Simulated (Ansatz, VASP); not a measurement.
Given: the input of a run of Ansatz 0.2.0 on Zn.

The input input.yaml:

```yaml
crystal:
  lattice:
    - [2.7051356082, 0.0, 0.0]
    - [-1.3525678041, 2.3427161574, 0.0]
    - [0.0, 0.0, 5.0313495994]
  atoms:
    - { symbol: Zn, position: [0.6666666667, 0.3333333333, 0.75] }
    - { symbol: Zn, position: [0.3333333333, 0.6666666667, 0.25] }
kpoints:
  mp_grid: { grid: [11, 11, 6] }
scf:
  occupations: { method: fermi_dirac, width: 0.05 }
hamiltonian:
  xc: lda
  pseudopotentials: { kind: all_electron, lapw: { basis_error: 0.001 } }
output:
  forces: true
  stress: true
  eigenvalues: true
```

Potentials or basis: all-electron LAPW, scalar-relativistic.

The run is started by

```sh
$ ansatz run input.yaml --threads 1 --pin off --max-ram 3072MiB --backend cpu --events-out ev --progress --plain --runs-dir out
```

Q: Translate it to VASP 6.6.1. Potentials there: VASP PAW LDA potentials, release 64 (Zn).

A: As run (the cutoff follows the program's own potentials):

File INCAR:

```
PREC = Accurate
ENCUT = 520
EDIFF = 1E-6
ISMEAR = -1
SIGMA = 0.05
LREAL = False
LASPH = True
NELM = 80
ALGO = Normal
ISIF = 2
LWAVE = False
LCHARG = False
NBANDS = 19
```

File KPOINTS:

```
regular mesh
0
Gamma
  11 11 6
```

File POSCAR:

```
Zn
1.0
    2.7051356082      0.0000000000      0.0000000000
   -1.3525678041      2.3427161574      0.0000000000
    0.0000000000      0.0000000000      5.0313495994
Zn
2
Direct
    0.6666666667      0.3333333333      0.7500000000
    0.3333333333      0.6666666667      0.2500000000
```

Potentials or basis: VASP PAW LDA potentials, release 64 (Zn).

Command:

```console
$ cat potpaw_LDA.64/Zn/POTCAR > POTCAR
$ mpirun -np 1 vasp_std > vasp.out
```

Both were run:

|  | VASP | Ansatz | Ansatz less VASP |
| --- | --- | --- | --- |
| gap on the k mesh at the Fermi level (eV) | none | none | - |
| pressure (GPa) | -10.6 | -10.9 | -0.36 |
| largest component of the traceless stress (GPa) | 1.55 | 1.70 | +0.144 |

A gap of «none» marks a metal or a gap that the smearing closes. Ansatz ran all-electron here, so the differences hold the error of VASP's frozen core and of both bases.
